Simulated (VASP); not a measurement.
# MgO (P6_3mc) in VASP: further runs, part 3 of 3

VASP 6.6.1. The steps go on from the part before.

## Step 5: Single point, PBEsol

This run uses another cell than the first one, of the same volume but with other edges.

Contents of INCAR:

```
  PREC = Accurate
  ENCUT = 520
  EDIFF = 1E-7
  ISMEAR = 0
  SIGMA = 0.05
  LREAL = F
  LASPH = T
  NELM = 60
  ALGO = Normal
  ISIF = 2
  LWAVE = F
  LCHARG = F
  GGA = PS
  NBANDS = 16
```

Contents of KPOINTS:

```
Automatic mesh
0
Gamma
  9 9 6
```

Contents of POSCAR:

```
MgO
1.0
    3.1127467302      0.0000000000      0.0000000000
   -1.5563733651      2.6957177438      0.0000000000
    0.0000000000      0.0000000000      5.6268854149
Mg O
2 2
Direct
    0.3333333333      0.6666666667      0.0021597400
    0.6666666667      0.3333333333      0.5021597400
    0.3333333333      0.6666666667      0.4024402600
    0.6666666667      0.3333333333      0.9024402600
```

Potentials or basis: VASP PAW PBE potentials, release 64 (Mg, O).

The run is started by

```sh
> cat potpaw_PBE.64/Mg/POTCAR potpaw_PBE.64/O/POTCAR > POTCAR
> mpirun -np 1 vasp_std > vasp.out
```

OUTCAR:

```text
PREC = Accurate
   ENCUT = 520
   EDIFF = 1E-7
   ISMEAR = 0
   LREAL = F
   LASPH = T
   NELM = 60
   ISIF = 2
   GGA = PS

 ion  position               nearest neighbor table
   1  0.333  0.667  0.002-   4 1.88   4 1.88   4 1.88   3 2.25   2 3.34   2 3.34   2 3.34   2 3.34
                             2 3.34   2 3.34
   2  0.667  0.333  0.502-   3 1.88   3 1.88   3 1.88   4 2.25   1 3.34   1 3.34   1 3.34   1 3.34
                             1 3.34   1 3.34
   3  0.333  0.667  0.402-   2 1.88   2 1.88   2 1.88   1 2.25
   4  0.667  0.333  0.902-   1 1.88   1 1.88   1 1.88   2 2.25

  LATTYP: Found a hexagonal cell.
 ALAT       =     3.1127467302
 C/A-ratio  =     1.8076913744

  Lattice vectors:

 A1 = (   3.1127467302,   0.0000000000,   0.0000000000)
 A2 = (  -1.5563733651,   2.6957177438,   0.0000000000)
 A3 = (   0.0000000000,   0.0000000000,   5.6268854149)

Analysis of symmetry for initial positions (statically):
=====================================================================
 Subroutine PRICEL returns:
 Original cell was already a primitive cell.

 Routine SETGRP: Setting up the symmetry group for a
 hexagonal supercell.

 Subroutine GETGRP returns: Found 12 space group operations
 (whereof  6 operations were pure point group operations)
 out of a pool of 24 trial point group operations.

The static configuration has the point symmetry C_3v.
 The point group associated with its full space group is C_6v.

Analysis of symmetry for dynamics (positions and initial velocities):
=====================================================================
 Subroutine PRICEL returns:
 Original cell was already a primitive cell.

 Routine SETGRP: Setting up the symmetry group for a
 hexagonal supercell.

 Subroutine GETGRP returns: Found 12 space group operations
 (whereof  6 operations were pure point group operations)
 out of a pool of 24 trial point group operations.

The dynamic configuration has the point symmetry C_3v.
 The point group associated with its full space group is C_6v.

 Subroutine INISYM returns: Found 12 space group operations
 (whereof  6 operations are pure point group operations),
 and found     1 'primitive' translations

----------------------------------------------------------------------------------------

                                     Primitive cell

  volume of cell :      47.2157

  direct lattice vectors                    reciprocal lattice vectors
     3.112746730  0.000000000  0.000000000     0.321259674  0.185479359  0.000000000
    -1.556373365  2.695717744  0.000000000     0.000000000  0.370958719  0.000000000
     0.000000000  0.000000000  5.626885415     0.000000000  0.000000000  0.177718209

  length of vectors
     3.112746730  3.112746730  5.626885415     0.370958719  0.370958719  0.177718209

  position of ions in fractional coordinates (direct lattice)
     0.333333333  0.666666667  0.002159740
     0.666666667  0.333333333  0.502159740
     0.333333333  0.666666667  0.402440260
     0.666666667  0.333333333  0.902440260

  ion indices of the primitive-cell ions
   primitive index   ion index
                 1           1
                 2           2
                 3           3
[... 22 lines left out ...]

 Subroutine IBZKPT returns following result:
 ===========================================

 Found     48 irreducible k-points:

 Following reciprocal coordinates:
            Coordinates               Weight
  0.000000  0.000000  0.000000      1.000000
  0.111111  0.000000  0.000000      6.000000
  0.222222 -0.000000  0.000000      6.000000
  0.333333 -0.000000  0.000000      6.000000
  0.444444 -0.000000  0.000000      6.000000
  0.111111  0.111111  0.000000      6.000000
[... 16 lines left out ...]
  0.333333  0.222222  0.166667     24.000000
  0.333333  0.333333  0.166667      4.000000
 [... further k-points ...]
   k-points           NKPTS =     48   k-points in BZ     NKDIM =     48   number of bands    NBANDS=     16
   number of dos      NEDOS =    301   number of ions     NIONS =      4
   total plane-waves  NPLWV =  24192
   dimension x,y,z NGX =    24 NGY =   24 NGZ =   42
   dimension x,y,z NGXF=    48 NGYF=   48 NGZF=   84
   ions per type =               2   2
   NGX,Y,Z   is equivalent  to a cutoff of  12.82, 12.82, 12.41 a.u.
   NGXF,Y,Z  is equivalent  to a cutoff of  25.64, 25.64, 24.82 a.u.
 SYSTEM =  unknown system
   PREC   = accura    normal or accurate (medium, high low for compatibility)
   ISTART =      0    job   : 0-new  1-cont  2-samecut
   ICHARG =      2    charge: 1-file 2-atom 10-const
   ISPIN  =      1    spin polarized calculation?
   LNONCOLLINEAR =      F non collinear calculations
   LSORBIT =      F    spin-orbit coupling
   LASPH  =      T    aspherical Exc in radial PAW
   ENCUT  =  520.0 eV  38.22 Ry    6.18 a.u.   5.79  5.79 10.46*2*pi/ulx,y,z
   NELM   =     60;   NELMIN=  2; NELMDL= -5     # of ELM steps
   EDIFF  = 0.1E-06   stopping-criterion for ELM
   LREAL  =      F    real-space projection
   EDIFFG = 0.1E-05   stopping-criterion for IOM
   NSW    =      0    number of steps for IOM
   IBRION =     -1    ionic relax: 0-MD 1-quasi-New 2-CG
   NFREE  =      0    steps in history (QN), initial steepest desc. (CG)
   ISIF   =      2    stress and relaxation
   ISYM   =      2    0-nonsym 1-usesym 2-fastsym
   POTIM  = 0.5000    time-step for ionic-motion
   TEBEG  =    0.0;   TEEND  =   0.0 temperature during run
   PSTRESS=    0.0 pullay stress
   NELECT =      16.0000    total number of electrons
   NUPDOWN=      -1.0000    fix difference up-down
   EMIN   =  10.00;   EMAX   =-10.00  energy-range for DOS
   EFERMI =   0.00;   METHOD = LEGACY
   ISMEAR =     0;   SIGMA  =   0.05  broadening in eV -4-tet -1-fermi 0-gaus
   EFERMI_NEDOS =   21; number of points for ismear=-14 and -15
   IALGO  =     38    algorithm
   IMIX   =      4    mixing-type and parameters
     AMIX     =   0.40;   BMIX     =  1.00
     AMIX_MAG =   1.60;   BMIX_MAG =  1.00
  volume/ion in A,a.u.               =      11.80        79.66
  Fermi-wavevector in a.u.,A,eV,Ry     =   1.141351  2.156842 17.724080  1.302683
  Thomas-Fermi vector in A             =   2.278052
   LORBIT       =      0    0 simple, 1 ext, 2 COOP (PROOUT), +10 PAW based schemes
   GGA     = PS    functional components
   LHFCALC =     F    Hartree Fock is set to
   AEXX    =    0.0000 exact exchange contribution
   IVDW    =     0    specifies the selected vdW correction
   LEPSILON=     F    determine dielectric tensor
   LRPA    =     F    only Hartree local field effects (RPA)
 non-spin polarized calculation
 Gauss-broadening in eV      SIGMA  =   0.05
  energy-cutoff  :      520.00
  volume of cell :       47.22
 maximum number of plane-waves:      1283
 NGX is ok and might be reduce to    24

 number of electron      15.9999988 magnetization

 Free energy of the ion-electron system (eV)
  ---------------------------------------------------
  ext. energy  EPLUGINS =         0.00000000
  ---------------------------------------------------
  free energy    TOTEN  =       -23.96276452 eV

  energy without entropy =      -23.96276452  energy(sigma->0) =      -23.96276452

 E-fermi :   0.8903     XC(G=0):  -9.9491

 val. band max:        0.6710402320   @ k =   0.0000   0.0000   0.0000
 cond. band min:       4.2118404588   @ k =   0.0000   0.0000   0.0000
 fundamental gap:      3.5408002268
 Fermi energy:         0.8902569459

 k-point     1 :       0.0000    0.0000    0.0000
  band No.  band energies     occupation
      1     -15.2196      2.00000
      2     -14.6856      2.00000
      3      -2.5572      2.00000
      4       0.5389      2.00000
      5       0.5389      2.00000
      6       0.5896      2.00000
[... 433 lines left out ...]
      3      -1.6254      2.00000
      4      -1.0952      2.00000
      5      -1.0952      2.00000
      6      -0.8253      2.00000
[... 8 lines left out ...]
     15      14.3593      0.00000
     16      19.2430      0.00000

 [... further k-points ...]
[... 5 lines left out ...]
  --------------------------------------------------------------------------------------
  -------------------------------------------------------------------------------------
  Total        5.4515164      5.4515164     -4.0238885      0.0000000      0.0000000      0.0000000
  in kB      184.9871780    184.9871780   -136.5432543      0.0000000      0.0000000      0.0000000
  external PRESSURE =      77.8103672 kB  Pullay stress =       0.0000000 kB

 VOLUME and BASIS-vectors are now :
 -----------------------------------------------------------------------------
  energy-cutoff  :      520.00
  volume of cell :       47.22
      direct lattice vectors                 reciprocal lattice vectors
     3.112746730  0.000000000  0.000000000     0.321259674  0.185479359  0.000000000
    -1.556373365  2.695717744  0.000000000     0.000000000  0.370958719  0.000000000
     0.000000000  0.000000000  5.626885415     0.000000000  0.000000000  0.177718209

 POSITION                                       TOTAL-FORCE (eV/Angst)
 -----------------------------------------------------------------------------------
     -0.00000      1.79715      0.01215        -0.000000      0.000000      1.110894
      1.55637      0.89857      2.82560         0.000000     -0.000000      1.110894
     -0.00000      1.79715      2.26449        -0.000000      0.000000     -1.110894
      1.55637      0.89857      5.07793         0.000000     -0.000000     -1.110894
 -----------------------------------------------------------------------------------
    total drift:                               -0.000000     -0.000000     -0.001811

  FREE ENERGIE OF THE ION-ELECTRON SYSTEM (eV)
  ---------------------------------------------------
  free  energy   TOTEN  =       -23.9627645249 eV

  energy  without entropy=      -23.9627645249  energy(sigma->0) =      -23.96276452
```

OSZICAR:

```text
N       E                     dE             d eps       ncg     rms          rms(c)
DAV:   1     0.598581195581E+02    0.59858E+02   -0.75161E+03  1544   0.880E+02
DAV:   2    -0.242986754778E+02   -0.84157E+02   -0.77382E+02  1992   0.196E+02
DAV:   3    -0.282060650971E+02   -0.39074E+01   -0.38990E+01  1896   0.439E+01
DAV:   4    -0.282222224527E+02   -0.16157E-01   -0.16157E-01  1912   0.330E+00
DAV:   5    -0.282223029548E+02   -0.80502E-04   -0.80502E-04  1968   0.223E-01    0.114E+01
DAV:   6    -0.240889394354E+02    0.41334E+01   -0.11809E+01  1544   0.255E+01    0.389E+00
DAV:   7    -0.240026239326E+02    0.86316E-01   -0.17088E-01  1568   0.328E+00    0.221E+00
DAV:   8    -0.239644804386E+02    0.38143E-01   -0.10285E-01  1872   0.334E+00    0.465E-01
DAV:   9    -0.239622428424E+02    0.22376E-02   -0.56242E-03  1792   0.642E-01    0.122E-01
DAV:  10    -0.239627556090E+02   -0.51277E-03   -0.45218E-04  1680   0.173E-01    0.168E-02
DAV:  11    -0.239627623546E+02   -0.67456E-05   -0.27467E-05  1952   0.403E-02    0.116E-02
DAV:  12    -0.239627645692E+02   -0.22145E-05   -0.98468E-06  1704   0.257E-02    0.698E-03
DAV:  13    -0.239627645249E+02    0.44271E-07   -0.59217E-07  1720   0.730E-03
   1 F= -.23962765E+02 E0= -.23962765E+02  d E =-.822128E-12
```

stdout:

```text
POSCAR found type information on POSCAR MgO
 POSCAR found :  2 types and       4 ions
 scaLAPACK will be used
 -----------------------------------------------------------------------------
|                                                                             |
|                                                                             |
|     You enforced a specific xc type in the INCAR file but a different       |
|     I HOPE YOU KNOW WHAT YOU ARE DOING!                                     |
|                                                                             |
 -----------------------------------------------------------------------------

 LDA part: xc-table for (Slater+PW92), standard interpolation
 POSCAR, INCAR and KPOINTS ok, starting setup
 FFT: planning ... GRIDC
 FFT: planning ... GRID_SOFT
 FFT: planning ... GRID
 WAVECAR not read
 entering main loop
```

It took 55 s on 1 thread of AMD EPYC 7R43 (Zen 3), shared host; peak memory 0.14 GiB.

What came out:

```yaml
Free_energy: -23.9628 eV
Pressure: 7.8 GPa
Largest_force: 1.111 eV/Å
Band_gap_on_the_k_mesh: 3.54 eV, direct
```

Forces in eV/Å, atoms in the order of the input:
```
Mg   0.000  0.000  1.111
Mg   0.000  0.000  1.111
O    0.000  0.000 -1.111
O    0.000  0.000 -1.111
```

Caveat: the PAW data sets were made with another functional, which shifts forces and pressure a little; an odd mesh through Γ misses points on the zone boundary, where band edges often lie. PBEsol gaps usually lie below the measured ones, often by a third to a half.
